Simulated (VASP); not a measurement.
# P in VASP: notebook

The runs below take P through band structure, with LDA, PBEsol, HSE06.

Program: VASP 6.6.1. These are calculated values, not measurements. Logs are shortened: lines on timing, memory, paths and dates and some standing lists are left out, and cuts for length are marked.

## (1) The slab as given

The cell holds a slab with vacuum, 4 atoms: a = 3.284 Å, b = 34.857 Å, c = 4.632 Å, α = 90.00°, β = 90.00°, γ = 90.00°.

The slab is cut from a database's or a generator's crystal, which needn't be the stable form of the element.

## (2) Band structure, LDA

POSCAR

```
P
1.0
    3.2837277200      0.0000000000      0.0000000000
    0.0000000000     34.8570309900      0.0000000000
    0.0000000000      0.0000000000      4.6320847100
P
4
Direct
    0.5000000000      0.9702614300      0.9078492800
    0.5000000000      0.0297385700      0.0921507200
    0.0000000000      0.0297385700      0.4078492800
    0.0000000000      0.9702614300      0.5921507200
```

INCAR.step1

```
SYSTEM = P
PREC     = Accurate       ! precision mode
ENCUT    = 520            ! plane-wave cutoff, eV
EDIFF    = 1E-6           ! SCF threshold, eV
ISMEAR   = 0              ! smearing method
SIGMA    = 0.02           ! smearing width, eV
LREAL    = .FALSE.        ! projectors in reciprocal space
LASPH    = .TRUE.         ! aspherical terms in the spheres
NELM     = 60             ! most SCF steps
ALGO     = Normal         ! electronic algorithm
ISIF     = 2              ! what is computed and relaxed
LWAVE    = .FALSE.        ! write WAVECAR
LCHARG   = .TRUE.         ! write CHGCAR
```

KPOINTS.step1

```
regular mesh
0
G
  8 1 6
  0 0 0
```

INCAR.step2

```
SYSTEM = P
PREC     = Accurate       ! precision mode
ENCUT    = 520            ! plane-wave cutoff, eV
EDIFF    = 1E-6           ! SCF threshold, eV
ISMEAR   = 0              ! smearing method
SIGMA    = 0.05           ! smearing width, eV
LREAL    = .FALSE.        ! projectors in reciprocal space
LASPH    = .TRUE.         ! aspherical terms in the spheres
NELM     = 60             ! most SCF steps
ALGO     = Normal         ! electronic algorithm
ISIF     = 2              ! what is computed and relaxed
LWAVE    = .FALSE.        ! write WAVECAR
LCHARG   = .FALSE.        ! write CHGCAR
ICHARG   = 11             ! starting density
```

KPOINTS.step2

```
path GXSYGZURTZ,YT,UX,SR
10
line-mode
reciprocal
 0.0000000000  0.0000000000  0.0000000000  G
-0.5000000000  0.0000000000  0.0000000000  X

-0.5000000000  0.0000000000  0.0000000000  X
-0.5000000000  0.0000000000 -0.5000000000  S

-0.5000000000  0.0000000000 -0.5000000000  S
 0.0000000000  0.0000000000 -0.5000000000  Y

 0.0000000000  0.0000000000 -0.5000000000  Y
 0.0000000000  0.0000000000  0.0000000000  G

 0.0000000000  0.0000000000  0.0000000000  G
 0.0000000000 -0.5000000000  0.0000000000  Z

 0.0000000000 -0.5000000000  0.0000000000  Z
-0.5000000000 -0.5000000000  0.0000000000  U

-0.5000000000 -0.5000000000  0.0000000000  U
-0.5000000000 -0.5000000000 -0.5000000000  R

-0.5000000000 -0.5000000000 -0.5000000000  R
 0.0000000000 -0.5000000000 -0.5000000000  T

 0.0000000000 -0.5000000000 -0.5000000000  T
 0.0000000000 -0.5000000000  0.0000000000  Z

 0.0000000000  0.0000000000 -0.5000000000  Y
 0.0000000000 -0.5000000000 -0.5000000000  T

-0.5000000000 -0.5000000000  0.0000000000  U
-0.5000000000  0.0000000000  0.0000000000  X

-0.5000000000  0.0000000000 -0.5000000000  S
-0.5000000000 -0.5000000000 -0.5000000000  R
```

Potentials or basis: VASP PAW LDA potentials, release 64 (P).

Started as:

```sh
cat potpaw_LDA.64/P/POTCAR > POTCAR
cp INCAR.step1 INCAR
cp KPOINTS.step1 KPOINTS
mpirun -np 1 vasp_std > vasp.out
cp INCAR.step2 INCAR
cp KPOINTS.step2 KPOINTS
mpirun -np 1 vasp_std > vasp.out
```

OUTCAR:

```text
SYSTEM = P
   PREC = Accurate
   ENCUT = 520
   EDIFF = 1E-6
   ISMEAR = 0
   LREAL = .FALSE.
   LASPH = .TRUE.
   NELM = 60
   ISIF = 2
   ICHARG = 11

 ion  position               nearest neighbor table
   1  0.500  0.970  0.908-   4 2.20   4 2.20   2 2.24
   2  0.500  0.030  0.092-   3 2.20   3 2.20   1 2.24
   3  0.000  0.030  0.408-   2 2.20   2 2.20   4 2.24
   4  0.000  0.970  0.592-   1 2.20   1 2.20   3 2.24

  LATTYP: Found a simple orthorhombic cell.
 ALAT       =     3.2837277200
 B/A-ratio  =     1.4106177811
 C/A-ratio  =    10.6150795566

  Lattice vectors:

 A1 = (  -3.2837277200,   0.0000000000,   0.0000000000)
 A2 = (   0.0000000000,   0.0000000000,   4.6320847100)
 A3 = (   0.0000000000,  34.8570309900,   0.0000000000)

Analysis of symmetry for initial positions (statically):
=====================================================================
 Subroutine PRICEL returns:
 Original cell was already a primitive cell.

 Routine SETGRP: Setting up the symmetry group for a
 simple orthorhombic supercell.

 Subroutine GETGRP returns: Found  8 space group operations
 (whereof  4 operations were pure point group operations)
 out of a pool of  8 trial point group operations.

The static configuration has the point symmetry C_2h.
 The point group associated with its full space group is D_2h.

Analysis of symmetry for dynamics (positions and initial velocities):
=====================================================================
 Subroutine PRICEL returns:
 Original cell was already a primitive cell.

 Routine SETGRP: Setting up the symmetry group for a
 simple orthorhombic supercell.

 Subroutine GETGRP returns: Found  8 space group operations
 (whereof  4 operations were pure point group operations)
 out of a pool of  8 trial point group operations.

The dynamic configuration has the point symmetry C_2h.
 The point group associated with its full space group is D_2h.

 Subroutine INISYM returns: Found  8 space group operations
 (whereof  4 operations are pure point group operations),
 and found     1 'primitive' translations

----------------------------------------------------------------------------------------

                                     Primitive cell

  volume of cell :     530.1930

  direct lattice vectors                    reciprocal lattice vectors
     3.283727720  0.000000000  0.000000000     0.304531948  0.000000000  0.000000000
     0.000000000 34.857030990  0.000000000     0.000000000  0.028688617  0.000000000
     0.000000000  0.000000000  4.632084710     0.000000000  0.000000000  0.215885516

  length of vectors
     3.283727720 34.857030990  4.632084710     0.304531948  0.028688617  0.215885516

  position of ions in fractional coordinates (direct lattice)
     0.500000000  0.970261430  0.907849280
     0.500000000  0.029738570  0.092150720
     0.000000000  0.029738570  0.407849280
     0.000000000  0.970261430  0.592150720

  ion indices of the primitive-cell ions
   primitive index   ion index
                 1           1
                 2           2
                 3           3
                 4           4

----------------------------------------------------------------------------------------

 KPOINTS: path GXSYGZURTZ,YT,UX,SR

Interpolating k-points between supplied coordinates.

 Line segments in fractional coordinates (reciprocal lattice):
    0.000000  0.000000  0.000000  ... -0.500000  0.000000  0.000000
   -0.500000  0.000000  0.000000  ... -0.500000  0.000000 -0.500000
   -0.500000  0.000000 -0.500000  ...  0.000000  0.000000 -0.500000
    0.000000  0.000000 -0.500000  ...  0.000000  0.000000  0.000000
    0.000000  0.000000  0.000000  ...  0.000000 -0.500000  0.000000
    0.000000 -0.500000  0.000000  ... -0.500000 -0.500000  0.000000
   -0.500000 -0.500000  0.000000  ... -0.500000 -0.500000 -0.500000
   -0.500000 -0.500000 -0.500000  ...  0.000000 -0.500000 -0.500000
    0.000000 -0.500000 -0.500000  ...  0.000000 -0.500000  0.000000
    0.000000  0.000000 -0.500000  ...  0.000000 -0.500000 -0.500000
   -0.500000 -0.500000  0.000000  ... -0.500000  0.000000  0.000000
   -0.500000  0.000000 -0.500000  ... -0.500000 -0.500000 -0.500000

 Generated    10 points on each line segment, for a total of    120 k-points:

 Following reciprocal coordinates:
            Coordinates               Weight
  0.000000  0.000000  0.000000      0.008333
 -0.055556  0.000000  0.000000      0.008333
 -0.111111  0.000000  0.000000      0.008333
 -0.166667  0.000000  0.000000      0.008333
 -0.222222  0.000000  0.000000      0.008333
 -0.277778  0.000000  0.000000      0.008333
[... 16 lines left out ...]
 -0.388889  0.000000 -0.500000      0.008333
 -0.333333  0.000000 -0.500000      0.008333
 [... further k-points ...]
   k-points           NKPTS =    120   k-points in BZ     NKDIM =    120   number of bands    NBANDS=     14
   number of dos      NEDOS =    301   number of ions     NIONS =      4
   total plane-waves  NPLWV = 233280
   dimension x,y,z NGX =    24 NGY =  270 NGZ =   36
   dimension x,y,z NGXF=    48 NGYF=  540 NGZF=   72
   ions per type =               4
   NGX,Y,Z   is equivalent  to a cutoff of  12.15, 12.88, 12.92 a.u.
   NGXF,Y,Z  is equivalent  to a cutoff of  24.30, 25.75, 25.84 a.u.
 SYSTEM =  P
   PREC   = accura    normal or accurate (medium, high low for compatibility)
   ISTART =      0    job   : 0-new  1-cont  2-samecut
   ICHARG =     11    charge: 1-file 2-atom 10-const
   ISPIN  =      1    spin polarized calculation?
   LNONCOLLINEAR =      F non collinear calculations
   LSORBIT =      F    spin-orbit coupling
   LASPH  =      T    aspherical Exc in radial PAW
   ENCUT  =  520.0 eV  38.22 Ry    6.18 a.u.   6.11 64.81  8.61*2*pi/ulx,y,z
   NELM   =     60;   NELMIN=  2; NELMDL=  0     # of ELM steps
   EDIFF  = 0.1E-05   stopping-criterion for ELM
   LREAL  =      F    real-space projection
[... 7 lines left out ...]
   TEBEG  =    0.0;   TEEND  =   0.0 temperature during run
   PSTRESS=    0.0 pullay stress
   NELECT =      20.0000    total number of electrons
   NUPDOWN=      -1.0000    fix difference up-down
   EMIN   =  10.00;   EMAX   =-10.00  energy-range for DOS
[... 5 lines left out ...]
     AMIX     =   0.40;   BMIX     =  1.00
     AMIX_MAG =   1.60;   BMIX_MAG =  1.00
  volume/ion in A,a.u.               =     132.55       894.48
  Fermi-wavevector in a.u.,A,eV,Ry     =   0.549044  1.037542  4.101461  0.301449
  Thomas-Fermi vector in A             =   1.580001
   LORBIT       =      0    0 simple, 1 ext, 2 COOP (PROOUT), +10 PAW based schemes
   GGA     = CA    functional components
   LHFCALC =     F    Hartree Fock is set to
   AEXX    =    0.0000 exact exchange contribution
   IVDW    =     0    specifies the selected vdW correction
   LEPSILON=     F    determine dielectric tensor
   LRPA    =     F    only Hartree local field effects (RPA)
 non-spin polarized calculation
 Gauss-broadening in eV      SIGMA  =   0.05
  energy-cutoff  :      520.00
  volume of cell :      530.19
 maximum number of plane-waves:     14380

 number of electron      20.0000001 magnetization

 Free energy of the ion-electron system (eV)
  ---------------------------------------------------
  ext. energy  EPLUGINS =         0.00000000
  ---------------------------------------------------
  free energy    TOTEN  =       -22.87042918 eV

  energy without entropy =      -22.87042918  energy(sigma->0) =      -22.87042918

 E-fermi :  -3.3592     XC(G=0):  -1.7979

 val. band max:       -3.5901635202   @ k =  -0.0556  -0.5000   0.0000
 cond. band min:      -2.7449787146   @ k =   0.0000  -0.2222   0.0000
 fundamental gap:      0.8451848056
 Fermi energy:        -3.3591792023

 k-point     1 :       0.0000    0.0000    0.0000
  band No.  band energies     occupation
      1     -18.7235      2.00000
      2     -16.2346      2.00000
      3     -12.8687      2.00000
      4      -9.4011      2.00000
      5      -8.2481      2.00000
      6      -8.2289      2.00000
      7      -7.0749      2.00000
      8      -5.4876      2.00000
      9      -5.2893      2.00000
     10      -3.5989      2.00000
     11      -2.7450      0.00000
     12      -2.1445      0.00000
     13      -1.0554      0.00000
     14      -0.3411      0.00000

 k-point     2 :      -0.0556    0.0000    0.0000
  band No.  band energies     occupation
      1     -18.6863      2.00000
      2     -16.1959      2.00000
      3     -12.8795      2.00000
      4      -9.3730      2.00000
      5      -8.2718      2.00000
      6      -8.1957      2.00000
      7      -7.3191      2.00000
      8      -5.7389      2.00000
      9      -5.2741      2.00000
     10      -3.5902      2.00000
     11      -2.7102      0.00000
     12      -1.8163      0.00000
     13      -0.7213      0.00000
     14      -0.5800      0.00000

 k-point     3 :      -0.1111    0.0000    0.0000
  band No.  band energies     occupation
      1     -18.5749      2.00000
      2     -16.0799      2.00000
      3     -12.9222      2.00000
      4      -9.2900      2.00000
      5      -8.3864      2.00000
      6      -8.0966      2.00000
      7      -7.8768      2.00000
      8      -6.2648      2.00000
      9      -5.2356      2.00000
     10      -3.6118      2.00000
     11      -2.6064      0.00000
     12      -1.1252      0.00000
     13      -0.9573      0.00000
     14       0.0486      0.00000
[... 324 lines left out ...]
 k-point    23 :      -0.3889    0.0000   -0.5000
  band No.  band energies     occupation
      1     -16.0144      2.00000
      2     -16.0144      2.00000
      3     -12.9446      2.00000
      4     -12.9446      2.00000
      5      -9.2739      2.00000
      6      -9.2739      2.00000
      7      -7.3378      2.00000
      8      -7.3378      2.00000
      9      -4.9176      2.00000
     10      -4.9176      2.00000
     11      -0.9985      0.00000
     12      -0.9985      0.00000
     13      -0.2766      0.00000
     14      -0.2766      0.00000

 k-point    24 :      -0.3333    0.0000   -0.5000
  band No.  band energies     occupation
      1     -16.3965      2.00000
      2     -16.3965      2.00000
      3     -12.4655      2.00000
      4     -12.4655      2.00000
      5      -9.4391      2.00000
      6      -9.4391      2.00000
      7      -6.8366      2.00000
      8      -6.8366      2.00000
      9      -5.0973      2.00000
     10      -5.0973      2.00000
     11      -0.8887      0.00000
     12      -0.8887      0.00000
     13      -0.2812      0.00000
     14      -0.2812      0.00000

 [... further k-points ...]

------------------------ aborting loop because EDIFF is reached ----------------------------------------

  FORCE on cell =-STRESS in cart. coord.  units (eV):
  Direction    XX          YY          ZZ          XY          YZ          ZX
  --------------------------------------------------------------------------------------
  -------------------------------------------------------------------------------------
  Total        3.1440073     -1.0577518     -1.4677792      0.0000000      0.0000000      0.0000000
  in kB        9.5007983     -3.1963942     -4.4354459      0.0000000      0.0000000      0.0000000
  external PRESSURE =       0.6229861 kB  Pullay stress =       0.0000000 kB

 VOLUME and BASIS-vectors are now :
 -----------------------------------------------------------------------------
  energy-cutoff  :      520.00
  volume of cell :      530.19
      direct lattice vectors                 reciprocal lattice vectors
     3.283727720  0.000000000  0.000000000     0.304531948  0.000000000  0.000000000
     0.000000000 34.857030990  0.000000000     0.000000000  0.028688617  0.000000000
     0.000000000  0.000000000  4.632084710     0.000000000  0.000000000  0.215885516

 POSITION                                       TOTAL-FORCE (eV/Angst)
 -----------------------------------------------------------------------------------
      1.64186     33.82043      4.20523        -0.000000      0.432435      0.356163
      1.64186      1.03660      0.42685        -0.000000     -0.432435     -0.356163
      0.00000      1.03660      1.88919        -0.000000     -0.432435      0.356163
      0.00000     33.82043      2.74289         0.000000      0.432435     -0.356163
 -----------------------------------------------------------------------------------
    total drift:                               -0.000000      0.000000     -0.000000

  FREE ENERGIE OF THE ION-ELECTRON SYSTEM (eV)
  ---------------------------------------------------
  free  energy   TOTEN  =       -22.8704291787 eV

  energy  without entropy=      -22.8704291787  energy(sigma->0) =      -22.87042918
```

Wall time 8 min (1 thread of Intel Xeon Platinum 8488C (Sapphire Rapids), shared host); peak memory 0.82 GiB.

What came out:

- Band gap on the k mesh: 0.85 eV, direct
- Band gap along the path: 0.85 eV, indirect (least direct gap 0.85 eV)

Levels at the corners of the path, in eV from the valence-band top:
```csv
point,band 7,band 8,band 9,band 10,band 11,band 12,band 13,band 14
Γ,-3.48,-1.90,-1.70,-0.01,0.85,1.45,2.53,3.25
X,-2.77,-2.77,-2.01,-2.01,1.10,1.10,2.14,2.14
X,-2.77,-2.77,-2.01,-2.01,1.10,1.10,2.14,2.14
S,-4.60,-4.60,-1.09,-1.09,2.25,2.25,3.71,3.71
S,-4.60,-4.60,-1.09,-1.09,2.25,2.25,3.71,3.71
Y,-2.70,-2.70,-1.42,-1.42,1.98,1.98,3.63,3.63
Y,-2.70,-2.70,-1.42,-1.42,1.98,1.98,3.63,3.63
Γ,-3.48,-1.90,-1.70,-0.01,0.85,1.45,2.53,3.25
Γ,-3.48,-1.90,-1.70,-0.01,0.85,1.45,2.53,3.25
Z,-3.48,-1.90,-1.70,-0.01,0.85,1.45,2.53,3.25
Z,-3.48,-1.90,-1.70,-0.01,0.85,1.45,2.53,3.25
U,-2.77,-2.77,-2.01,-2.01,1.10,1.10,2.14,2.14
U,-2.77,-2.77,-2.01,-2.01,1.10,1.10,2.14,2.14
R,-4.60,-4.60,-1.09,-1.09,2.25,2.25,3.71,3.71
R,-4.60,-4.60,-1.09,-1.09,2.25,2.25,3.71,3.71
T,-2.70,-2.70,-1.42,-1.42,1.98,1.98,3.63,3.63
T,-2.70,-2.70,-1.42,-1.42,1.98,1.98,3.63,3.63
Z,-3.48,-1.90,-1.70,-0.01,0.85,1.45,2.53,3.25
Y,-2.70,-2.70,-1.42,-1.42,1.98,1.98,3.63,3.63
T,-2.70,-2.70,-1.42,-1.42,1.98,1.98,3.63,3.63
U,-2.77,-2.77,-2.01,-2.01,1.10,1.10,2.14,2.14
X,-2.77,-2.77,-2.01,-2.01,1.10,1.10,2.14,2.14
S,-4.60,-4.60,-1.09,-1.09,2.25,2.25,3.71,3.71
R,-4.60,-4.60,-1.09,-1.09,2.25,2.25,3.71,3.71
```

Caveat: the log is that of the step along the path at fixed density, whose energy, stress, charges and moments have no meaning. As with any semilocal functional, this LDA gap is likely too small.

(Continued in part 2 of 2.)
